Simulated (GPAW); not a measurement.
The system is Ni3Ge.

```
Ge Ni
1.0
     3.53033    0.00000    0.00000
     0.00000    3.53033    0.00000
     0.00000    0.00000    3.53033
Ge Ni
1 3
Direct
  0.00000 0.00000 0.00000
  0.50000 0.50000 0.00000
  0.00000 0.50000 0.50000
  0.50000 0.00000 0.50000
```

The cell comes from a database or a generator and needn't be the stable form of this composition.

* Program: GPAW 26.7.0
* Task: relaxation of cell and atoms
* Functional: PBEsol
* Dispersion: D3(BJ)
* Potentials or basis: PAW data sets generated in the run's folder for this functional
* Cutoff: 600 eV
* Basis: pw
* k mesh: 6 × 6 × 6
* Occupations: fermi-dirac, width 0.05 eV
* Spin: collinear spin, ferromagnetic start
* Starting moments: [0.0, 1.0, 1.0, 1.0] μB

At the start: pressure -5.1 GPa; volume 11.00 Å³/atom.

Where does the relaxation end?

Over 3 steps the energy falls by 4.0 meV/atom and the volume is 10.75 Å³/atom (-2.3 %); space group Pm-3m (No. 221, to 0.05 Å); moment 0.00 μB per cell.

Step by step:
```tsv
step	energy change (eV)	largest force (eV/Å)	pressure (GPa)	volume (Å³)
1	0.0000	0.0000	-5.13	44.00
2	-0.0049	0.0000	-4.31	43.83
3	-0.0159	0.0000	0.16	42.99
```

Final structure:
```
Ge Ni
1.0
     3.50310    0.00000    0.00000
     0.00000    3.50310    0.00000
     0.00000    0.00000    3.50310
Ge Ni
1 3
Direct
  0.00000 0.00000 0.00000
  0.50000 0.50000 0.00000
  0.00000 0.50000 0.50000
  0.50000 0.00000 0.50000
```

Caveat: each step starts from the last one's moments, so a moment once lost doesn't come back; the stock nickel data set gives pressures a few GPa off other programs; later steps reuse the first step's grids; pairwise dispersion overbinds metals, which lowers pressure and volume.
